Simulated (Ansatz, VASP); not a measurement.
# One calculation of Fe, two programs

```
Fe
1.0
     2.47921    0.00000    0.00000
    -1.23961    2.14706    0.00000
     0.00000    0.00000    2.38076
Fe
1
Direct
  0.00000 0.00000 0.00000
```

Alike in both runs: functional PBE; k mesh 27 × 27 × 24; occupations gaussian, width 0.1 eV; collinear spin.

Ansatz relaxed the structure, and its values are those at the end. VASP's run is a single point on that final structure, the one shown.

|  | VASP | Ansatz |
| --- | --- | --- |
| version | VASP 6.6.1 | Ansatz 0.2.0 |
| potentials or method | VASP PAW PBE potentials, release 64 (Fe) | scalar-relativistic, plane waves, PAW |
| plane-wave cutoff (eV) | 520 | 420 |
| valence electrons in the cell | 8 | 16 |

|  | VASP | Ansatz | Ansatz less VASP |
| --- | --- | --- | --- |
| gap on the k mesh at the Fermi level (eV) | none | none | - |
| pressure (GPa) | -0.3 | 0.0 | +0.26 |
| net moment per atom (μB) | 2.47 | 2.46 | -0.008 |
| size of the moment on the site where the two differ most (μB) | 2.46 | 2.44 | -0.015 |

Site moments also hang on the region over which each program counts them. A gap of «none» marks a metal or a gap that the smearing closes. The two sets of potentials don't hold the same shells in valence.
